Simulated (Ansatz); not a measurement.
**Ti: band structure with PBEsol**

Crystal: Ti.

```
Ti
1.0
     4.56737    0.00000    0.00000
    -2.28369    3.95546    0.00000
     0.00000    0.00000    2.82624
Ti
3
Direct
  0.66667 0.33333 0.50000
  0.33333 0.66667 0.50000
  0.00000 0.00000 0.00000
```

This isn't the form of Ti at room conditions, which is hcp.

```json
{
 "Program": "Ansatz 0.2.0",
 "Task": "band structure",
 "Functional": "PBEsol",
 "Potentials or basis": "Ansatz PAW earlier set",
 "Cutoff": "740 eV (not typed: the program's choice for these potentials)",
 "k mesh": "7 × 7 × 9",
 "Occupations": "fermi-dirac, width 0.05 eV",
 "Spin": "no spin polarisation",
 "Path": "[[\"G\", \"M\", \"K\", \"G\", \"A\", \"L\", \"H\", \"A\"], [\"L\", \"M\"], [\"K\", \"H\"]]",
 "Points for each segment of the path": "14"
}
```

```yaml
Pressure: -3.7 GPa
Band_gap_on_the_k_mesh: none (metal or under the smearing width)
```

Stress tensor (GPa, compression positive):
```
-3.76  0.00  0.00
 0.00 -3.76  0.00
 0.00  0.00 -3.67
```

Levels at the corners of the path, in eV from the Fermi level:
| point | band 14 | band 15 | band 16 | band 17 | band 18 | band 19 | band 20 | band 21 | band 22 | band 23 |
| --- | --- | --- | --- | --- | --- | --- | --- | --- | --- | --- |
| Γ | -1.96 | -0.71 | -0.71 | -0.61 | -0.61 | -0.02 | 0.69 | 1.31 | 1.31 | 1.84 |
| M | -3.56 | -2.63 | -0.41 | -0.39 | -0.35 | 0.06 | 0.54 | 1.05 | 1.13 | 1.94 |
| K | -3.14 | -3.14 | -0.29 | -0.29 | -0.09 | 0.10 | 0.40 | 0.40 | 1.56 | 1.56 |
| Γ | -1.96 | -0.71 | -0.71 | -0.61 | -0.61 | -0.02 | 0.69 | 1.31 | 1.31 | 1.84 |
| A | -2.10 | -2.10 | -1.73 | -1.62 | -1.62 | 1.07 | 1.07 | 1.26 | 1.26 | 2.99 |
| L | -2.11 | -1.70 | -1.17 | -0.68 | -0.63 | 0.36 | 0.83 | 0.95 | 1.06 | 2.26 |
| H | -1.43 | -1.43 | -1.11 | -1.11 | -0.95 | 0.66 | 0.66 | 0.79 | 0.79 | 2.15 |
| A | -2.10 | -2.10 | -1.73 | -1.62 | -1.62 | 1.07 | 1.07 | 1.26 | 1.26 | 2.99 |
| L | -2.11 | -1.70 | -1.17 | -0.68 | -0.63 | 0.36 | 0.83 | 0.95 | 1.06 | 2.26 |
| M | -3.56 | -2.63 | -0.41 | -0.39 | -0.35 | 0.06 | 0.54 | 1.05 | 1.13 | 1.94 |
| K | -3.14 | -3.14 | -0.29 | -0.29 | -0.09 | 0.10 | 0.40 | 0.40 | 1.56 | 1.56 |
| H | -1.43 | -1.43 | -1.11 | -1.11 | -0.95 | 0.66 | 0.66 | 0.79 | 0.79 | 2.15 |

Run time: 4.3 s on 2 threads of Intel(R) Xeon(R) 6975P-C (Granite Rapids), with other jobs on the host, peak memory 0.46 GiB.

Caveat: the PAW data sets come from PBE, with cores solved anew for the run's functional, which leaves a small shift of forces and pressure.
